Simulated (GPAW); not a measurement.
# FeO (P-6m2) in GPAW: single point with LDA

Aim: the single point of FeO with LDA.

Everything below comes from runs of GPAW 26.7.0. Logs are shortened: lines on timing, memory, paths and dates and some standing lists are left out, and cuts for length are marked. The log counts tension as positive stress, the text compression.

## Step 1: The crystal as given

The structure is hexagonal, space group P-6m2 (No. 187). Conventional cell: a = 2.903 Å, b = 2.903 Å, c = 2.833 Å, α = 90.00°, β = 90.00°, γ = 120.00°. Fe (site symmetry -6m2) is surrounded by 6 O at 2.19 Å. Around O (site symmetry -6m2) lie 6 Fe at 2.19 Å.

The cell comes from a database or a generator and needn't be the stable form of this composition.

## Step 2: Single point, LDA, collinear spin, ferromagnetic start

The input, run.py:

```python
from ase import Atoms
from ase.dft.bandgap import bandgap
from ase.io import write
from ase.units import GPa
from gpaw import GPAW, PW

atoms = Atoms(['Fe', 'O'],
              cell=[[2.9029055103, 0.0, 0.0],
                    [-1.4514527551, 2.5139899167, 0.0],
                    [0.0, 0.0, 2.83309195]],
              scaled_positions=[[0.0, 0.0, 0.0],
                                [0.6666666667, 0.3333333333, 0.5]],
              pbc=True)
atoms.set_initial_magnetic_moments([4.0, 0.0])

calc = GPAW(mode=PW(550),
            xc='LDA',
            kpts={'size': (8, 8, 8), 'gamma': True},
            occupations={'name': 'fermi-dirac', 'width': 0.05},
            nbands=17,
            maxiter=120,
            txt='gpaw.txt')
atoms.calc = calc
energy = atoms.get_potential_energy()
forces = atoms.get_forces()
stress = atoms.get_stress()
calc.write('gs.gpw')
write('result.traj', atoms)
print(f'Energy: {energy:.6f} eV')
print('Forces (eV/A):')
print(forces.round(4))
print('Stress (GPa):', (stress / GPa).round(3))
print('Moments:', calc.get_magnetic_moments().round(3))
print('Fermi level:', round(calc.get_fermi_level(), 4), 'eV')
print(f'Gap: {bandgap(calc)[0]:.4f} eV, direct: {bandgap(calc, direct=True)[0]:.4f} eV')
```

Potentials or basis: the program's PAW data sets (release 1.2.1) made for this functional, pw.

The run is started by

```sh
OMP_NUM_THREADS=1 python run.py
```

gpaw.txt:

```text
__  _  _
 | _ |_)|_||  |
 |__||  | ||/\| - 26.7.0

Input parameters:
  mode=PW(ecut=550.0),
  kpts=MonkhorstPack(size=(8, 8, 8), gamma=True),
  maxiter=120,
  nbands=17,
  occupations=Occupations(name='fermi-dirac', width=0.05),
  xc=XC(name='LDA')

Diagonalizing LCAO Hamiltonian
Converting LCAO to pw mode

           O

       Fe

Atoms  # Å, Bohr magnetons
|   | symbol |        x |        y |        z |    initial magnetic moments |
|---|--------|----------|----------|----------|-----------------------------|
| 0 |     Fe | 0.000000 | 0.000000 | 0.000000 | ( 0.0000,  0.0000,  4.0000) |
| 1 |      O | 1.451453 | 0.837997 | 1.416546 | ( 0.0000,  0.0000,  0.0000) |

Unit cell  # Å
| periodic |         x |        y |        z |  lengths |     angles |
|----------|-----------|----------|----------|----------|------------|
|      yes |  2.902906 | 0.000000 | 0.000000 | 2.902906 |  90.000000 |
|      yes | -1.451453 | 2.513990 | 0.000000 | 2.902906 |  90.000000 |
|      yes |  0.000000 | 0.000000 | 2.833092 | 2.833092 | 120.000000 |

Number of symmetries: 12
Symmetry operations  # r_c * U_cc + t_c -> r_c
|    | kind |            matrix            |
|----|------|------------------------------|
|  0 |  σ   |  1, 1, 0,  0,-1, 0,  0, 0, 1 |
|  1 |  C2  |  1, 1, 0,  0,-1, 0,  0, 0,-1 |
|  2 |  E   |  1, 0, 0,  0, 1, 0,  0, 0, 1 |
|  3 |  σ   |  1, 0, 0,  0, 1, 0,  0, 0,-1 |
|  4 |  C3  |  0, 1, 0, -1,-1, 0,  0, 0, 1 |
|  5 |  S3  |  0, 1, 0, -1,-1, 0,  0, 0,-1 |
|  6 |  σ   |  0,-1, 0, -1, 0, 0,  0, 0, 1 |
|  7 |  C2  |  0,-1, 0, -1, 0, 0,  0, 0,-1 |
|  8 |  σ   | -1, 0, 0,  1, 1, 0,  0, 0, 1 |
|  9 |  C2  | -1, 0, 0,  1, 1, 0,  0, 0,-1 |
| 10 |  C3  | -1,-1, 0,  1, 0, 0,  0, 0, 1 |
| 11 |  S3  | -1,-1, 0,  1, 0, 0,  0, 0,-1 |

BZ-sampling:
  Number of BZ points: 512
  Number of IBZ points: 50

  Monkhorst-Pack size: [8, 8, 8]
  Monkhorst-Pack shift: [0.0625, 0.0625, 0.0625]

K-points  # in reciprocal-cell coordinates
|     |                                coordinates |     weight |
|-----|--------------------------------------------|------------|
|   0 | (  0.00000000,   0.00000000,   0.00000000) | 0.00195312 |
|   1 | (  0.00000000,   0.00000000,   0.12500000) | 0.00390625 |
|   2 | (  0.00000000,   0.00000000,   0.25000000) | 0.00390625 |
|   3 | (  0.00000000,   0.00000000,   0.37500000) | 0.00390625 |
|   4 | (  0.00000000,   0.00000000,   0.50000000) | 0.00195312 |
|   5 | (  0.12500000,   0.00000000,   0.00000000) | 0.01171875 |
|   6 | (  0.12500000,   0.00000000,   0.12500000) | 0.02343750 |
|   7 | (  0.12500000,   0.00000000,   0.25000000) | 0.02343750 |
|   8 | (  0.12500000,   0.00000000,   0.37500000) | 0.02343750 |
|   9 | (  0.12500000,   0.00000000,   0.50000000) | 0.01171875 |
| ... |                                            |            |
|  49 | (  0.50000000,   0.50000000,   0.50000000) | 0.00585938 |

Plane wave coefficients: 634
Cutoff: 550.0 eV

Spin-components: 2 (collinear spins)
Bands:           17
Projectors:      11
Spin-degeneracy: 1
Datatype:        complex128

Parallelization:
  kpt:    1
  domain: 1
  band:   1

Density:
  Valence electrons: 14.0
  Components: 2
  Grid points: [16 16 16]
  Charge: 0.0  # |e|

Potential:
  Grid points: [16 16 16]

species:
  Fe:
    name:    Iron
    Z:       26.0
    valence: 8
    core:    18
    charge:  0.0  # [|e|]
    compensation charges:
      type: gauss
      rc: 0.33  # [Å]
      lmax: 2
    cutoffs:
      filter: 2.06  # [Å]
      core: 2.67  # [Å]
    projectors
    | kind |    occ | energy [eV] | rcut [Å] |
    |------|--------|-------------|----------|
    |   4s |  2.000 |      -5.481 |    1.164 |
    |   4p |  0.000 |      -1.431 |    1.058 |
    |   3d |  6.000 |      -7.753 |    1.058 |
    |    s |        |      21.730 |    1.164 |
    |    p |        |      25.780 |    1.058 |
    |    d |        |      19.459 |    1.058 |

    Using partial waves for Fe as LCAO basis

  O:
    name:    Oxygen
    Z:       8.0
    valence: 6
    core:    2
    charge:  0.0  # [|e|]
    compensation charges:
      type: gauss
      rc: 0.21  # [Å]
      lmax: 2
    cutoffs:
      filter: 1.17  # [Å]
      core: 0.83  # [Å]
    projectors
    | kind |    occ | energy [eV] | rcut [Å] |
    |------|--------|-------------|----------|
    |   2s |  2.000 |     -23.752 |    0.688 |
    |   2p |  4.000 |      -9.195 |    0.598 |
    |    s |        |       3.459 |    0.688 |
    |    p |        |      18.016 |    0.598 |
    |    d |        |       0.000 |    0.619 |

    Using partial waves for O as LCAO basis

Reference energy: -36585.847439  # eV

eigensolver:
  PPCG
  Converge bands: occupied
  niter=2

density mixing:
  MSR1-Mixer
  Pratt-step length: 0.05
  Maximum mixing coefficient: 0.75
  Old densities: 10
  SVD Regularization: 0.005
  Good broyden scale: 1.0
  Trust region scale: 1.0
  Backstep threshold: 4.0
  History deletion threshold: 6.0
  Fourier metric: weight=20.0, sigma=0.015

occupation numbers:
  Fermi-Dirac:
    width: 0.0500  # eV

poisson solver:
  ecut: 4400.0  # eV

xc functional:
  name: None

convergence criteria:
- Maximum [total energy] change in last 3 cyles: 0.0005 eV / valence electron
- Maximum integral of absolute [dens]ity change: 0.0001 electrons / valence electron
- Maximum integral of absolute [eigenst]ate change: 4e-08 eV^2 / valence electron
maximum number of iterations: 120

SCF iterations
|iter     | |      energy | eigst |  dens |  magmom |
|---------|-|-------------|-------|-------|---------|
|iter:   1| |  -17.972875 | -0.11 |       |  +4.0029|
|iter:   2| |  -17.733694 | -1.82 | -0.86 |  +4.0029|
|iter:   3| |  -17.312623 | -0.86 | -0.91 |  +4.0032|
|iter:   4| |  -17.333148 | -2.54 | -1.23 |  +3.9921|
|iter:   5| |  -17.345555 | -2.83 | -1.50 |  +3.9918|
|iter:   6| |  -17.350430 | -3.59 | -1.76 |  +3.9888|
|iter:   7| |  -17.351015c| -4.23 | -2.39 |  +3.9914|
|iter:   8| |  -17.351041c| -5.87 | -3.14 |  +3.9921|
|iter:   9| |  -17.351042c| -7.05 | -3.63 |  +3.9924|
|iter:  10| |  -17.351042c| -8.24c| -4.83c|  +3.9924|

Converged in 10 steps
Energy contributions relative to reference atoms: (reference = -36585.847439)

Energy contributions:
  Kinetic:          14.343163
  Coulomb:         -12.892826
  Zero:              0.112957
  External:          0.000000
  Xc:              -18.913417
  Entropy:          -0.001837
  Spinorbit:         0.000000
  ----------------------------
  Free energy:     -17.351960
  Extrapolated:    -17.351042

dipole moment: (-3.085411, -6.364761, -6.885086)  # |e|*Ang

Total magnetic moment: (0.000000, 0.000000, 3.992408)

Local magnetic moments
|        x |        y |        z |
|----------|----------|----------|
| 0.000000 | 0.000000 | 3.486865 |  # Fe   0
| 0.000000 | 0.000000 | 0.278705 |  # O    1

Fermi level: 7.627
Eigenvalues  # (at kpt = [0.000, 0.000, 0.000])
| band index |      eig [eV] | occ [0-1] |      eig [eV] | occ [0-1] |
|------------|---------------|-----------|---------------|-----------|
|          0 |       -12.043 |     1.000 |       -11.404 |     1.000 |
|          1 |         2.907 |     1.000 |         4.423 |     1.000 |
|          2 |         2.907 |     1.000 |         4.423 |     1.000 |
|          3 |         3.341 |     1.000 |         4.685 |     1.000 |
|          4 |         4.021 |     1.000 |         5.883 |     1.000 |
|          5 |         5.075 |     1.000 |         8.719 |     0.000 |
|          6 |         5.075 |     1.000 |         8.719 |     0.000 |
|          7 |         6.662 |     1.000 |         8.788 |     0.000 |
|          8 |         6.662 |     1.000 |         9.038 |     0.000 |
|          9 |         7.826 |     0.018 |         9.039 |     0.000 |
|         10 |        14.564 |     0.000 |        17.634 |     0.000 |
|         11 |        14.681 |     0.000 |        17.642 |     0.000 |
|         12 |        14.681 |     0.000 |        17.642 |     0.000 |
|         13 |        21.383 |     0.000 |        22.265 |     0.000 |
|         14 |        23.084 |     0.000 |        23.919 |     0.000 |
|        ... |               |           |               |           |
|         16 |        24.839 |     0.000 |        25.698 |     0.000 |

No gap
No difference between direct/indirect transitions

Forces  # eV/Ang
|       x |        y |       z |
|---------|----------|---------|
| 0.00000 |  0.00000 | 0.00000 |  # Fe   0
| 0.00000 | -0.00000 | 0.00000 |  # O    1

Stress tensor  # eV/Ang^3
|         x |         y |        z |
|-----------|-----------|----------|
|  0.195311 | -0.000000 | 0.000000 |
| -0.000000 |  0.195311 | 0.000000 |
|  0.000000 |  0.000000 | 0.238857 |

# Writing to gs.gpw (mode='')
```

It took 17 s on 1 thread of Arm Neoverse V1, shared host; peak memory 0.15 GiB.

The run converged, but some of its settings lie outside the range that counts as converged, so its numbers aren't taken as properties of the crystal.

What came out:

```yaml
Free_energy: -17.3520 eV
Pressure: -33.6 GPa
Band_gap_on_the_k_mesh: none (metal or under the smearing width)
Net_moment: 3.99 μB per cell
Site_moments: Fe +3.49; O +0.28 μB
```

Caveat: the cutoff is short for stress and forces, so pressures can be off by a GPa or more; a pressure of tens of GPa on the cell as given is suspect, and the run, the potentials or the cell itself is likely at fault; a cell with one magnetic atom can't hold antiferromagnetic order, which such compounds often take; semilocal functionals often make such compounds metallic where correlation or magnetic order opens a gap, which also shifts bond lengths.
